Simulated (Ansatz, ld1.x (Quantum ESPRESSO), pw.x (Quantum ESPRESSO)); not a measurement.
# pw.x on fcc S: one setting changed

Potential: norm-conserving Troullier–Martins (Kleinman–Bylander form), ld1.x (Quantum ESPRESSO) 7.5, PBE; core [Ne], reference 3s2 3p4; waves: 3s (bound): rc 1.25 bohr; 3d channel at 5.27 Ry: rc 1.20 bohr; 3p (bound): rc 1.30 bohr; local part: the p channel; core correction: Bessel-smoothed model core, default radius (core density twice the valence density).

The reference run (k-mesh 14³, cutoffs 120/480 Ry, Fermi–Dirac 0.01 Ry, mixing_beta 0.4, conv_thr 1e-9, no spin) gives 0.61 GPa at 15.941 Å³/atom, where all-electron LAPW gives -0.09 GPa. This run, with its own iteration cap, changes k-mesh shift to 1.

```
&control
  calculation='scf', prefix='x', pseudo_dir='./', outdir='./tmp', tstress=.true., disk_io='none'
/
&system
  ibrav=0, nat=1, ntyp=1, ecutwfc=120, ecutrho=480, nbnd=10,
  occupations='smearing', smearing='fd', degauss=0.01
/
&electrons
  conv_thr=1e-09, mixing_beta=0.4, electron_maxstep=50
/
ATOMIC_SPECIES
S 1.0 S.UPF
CELL_PARAMETERS angstrom
  0.00000000 1.99753864 1.99753864
  1.99753864 0.00000000 1.99753864
  1.99753864 1.99753864 0.00000000
ATOMIC_POSITIONS crystal
S 0.0000 0.0000 0.0000
K_POINTS automatic
14 14 14 1 1 1
```

```bash
pw.x < S.scf.in > S.scf.out
```

Problem. How does the run end?

Solution. It converges in 6 iterations; the free energy moves by -1.9 meV/atom and the pressure by +0.07 GPa.

```
Message from routine setup:
     using ibrav=0 with symmetry is DISCOURAGED, use correct ibrav instead
     lattice parameter (alat)  =       5.3384  a.u.
     unit-cell volume          =     107.5752 (a.u.)^3
     number of electrons       =         6.00
     number of Kohn-Sham states=           10
     kinetic-energy cutoff     =     120.0000  Ry
     charge density cutoff     =     480.0000  Ry
     scf convergence threshold =      1.0E-09
     Exchange-correlation= PBE
     number of k points=   280  Fermi-Dirac smearing, width (Ry)=  0.0100
     iteration #  1     ecut=   120.00 Ry     beta= 0.40
     c_bands:  1 eigenvalues not converged
     total energy              =     -31.53889809 Ry
     estimated scf accuracy    <       0.00085328 Ry
     iteration #  2     ecut=   120.00 Ry     beta= 0.40
     total energy              =     -31.53889356 Ry
     estimated scf accuracy    <       0.00019370 Ry
     iteration #  3     ecut=   120.00 Ry     beta= 0.40
     total energy              =     -31.53892102 Ry
     estimated scf accuracy    <       0.00000352 Ry
     iteration #  4     ecut=   120.00 Ry     beta= 0.40
     total energy              =     -31.53892173 Ry
     estimated scf accuracy    <       0.00000008 Ry
     iteration #  5     ecut=   120.00 Ry     beta= 0.40
     total energy              =     -31.53892175 Ry
     estimated scf accuracy    <          4.5E-09 Ry
     iteration #  6     ecut=   120.00 Ry     beta= 0.40
     the Fermi energy is     8.9598 ev
!    total energy              =     -31.53892175 Ry
     estimated scf accuracy    <          5.6E-11 Ry
     smearing contrib. (-TS)   =      -0.00372736 Ry
     The total energy is F=E-TS. E is the sum of the following terms:
     one-electron contribution =       5.27209608 Ry
     hartree contribution      =       0.96771110 Ry
     xc contribution           =     -15.91225480 Ry
     ewald contribution        =     -21.86274677 Ry
     convergence has been achieved in   6 iterations
          total   stress  (Ry/bohr**3)                   (kbar)     P=        6.80
     Message from routine punch:
     Nothing written, as per user request (disk_io='none')
```

The run took about 77 s on one core of a shared host (Neoverse-V1, 32 threads, 247 GiB, load 9).
